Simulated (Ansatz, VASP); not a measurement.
Given: the input of a run of Ansatz 0.2.0 on ZnF2. 

File input.yaml:

```yaml
crystal:
  lattice:
    - [4.7048, 0.0, 0.0]
    - [0.0, 4.7048, 0.0]
    - [0.0, 0.0, 3.1338]
  atoms:
    - { symbol: Zn, position: [0.5, 0.5, 0.5] }
    - { symbol: Zn, position: [0.0, 0.0, 0.0] }
    - { symbol: F, position: [0.8024, 0.1976, 0.5] }
    - { symbol: F, position: [0.6976, 0.6976, 0.0] }
    - { symbol: F, position: [0.1976, 0.8024, 0.5] }
    - { symbol: F, position: [0.3024, 0.3024, 0.0] }
hamiltonian:
  xc: pbe
  pseudopotentials: { kind: paw }
kpoints:
  mp_grid: { grid: [6, 6, 9] }
scf:
  occupations: { method: fermi_dirac, width: 0.05 }
output:
  forces: true
  stress: true
  eigenvalues: true
```

Potentials or basis: Ansatz PAW.

Launch:

```bash
$ ansatz run input.yaml --threads 2 --pin off --max-ram 5120MiB --backend cpu --events-out ev --progress --plain --runs-dir out
```

Q: Translate it to VASP 6.6.1. Potentials or basis there: PBE PAW files F, Zn, 520 eV.

A: As run (cutoffs and basis follow the program's own potentials, and thresholds, step limits or extra output files can differ):

The input INCAR:

```
  ALGO = Normal
  EDIFF = 1E-7
  ENCUT = 520
  GGA = PE
  ISIF = 2
  ISMEAR = -1
  LASPH = T
  LCHARG = F
  LREAL = F
  LWAVE = F
  NBANDS = 35
  NELM = 60
  PREC = Accurate
  SIGMA = 0.05
```

The input KPOINTS:

```
k-points
0
Gamma
  6 6 9
```

POSCAR

```
ZnF2
1.0
    4.7048000000      0.0000000000      0.0000000000
    0.0000000000      4.7048000000      0.0000000000
    0.0000000000      0.0000000000      3.1338000000
Zn F
2 4
Direct
    0.5000000000      0.5000000000      0.5000000000
    0.0000000000      0.0000000000      0.0000000000
    0.8024000000      0.1976000000      0.5000000000
    0.6976000000      0.6976000000      0.0000000000
    0.1976000000      0.8024000000      0.5000000000
    0.3024000000      0.3024000000      0.0000000000
```

Potentials or basis: VASP PAW PBE potentials, release 64 (Zn, F).

Command:

```console
$ cat potpaw_PBE.64/Zn/POTCAR potpaw_PBE.64/F/POTCAR > POTCAR
$ mpirun -np 1 vasp_std > vasp.out
```

Both were run:

|  | Ansatz | VASP |
| --- | --- | --- |
| Pressure | 5.9 GPa | 6.6 GPa |

Ansatz's pressure holds a Pulay term of +0.85 GPa for its cutoff of 420 eV, which the other run lacks.

Where Ansatz's input types no cutoff or centring, it takes its own default and a Γ-centred mesh.

Pressure is positive in compression.
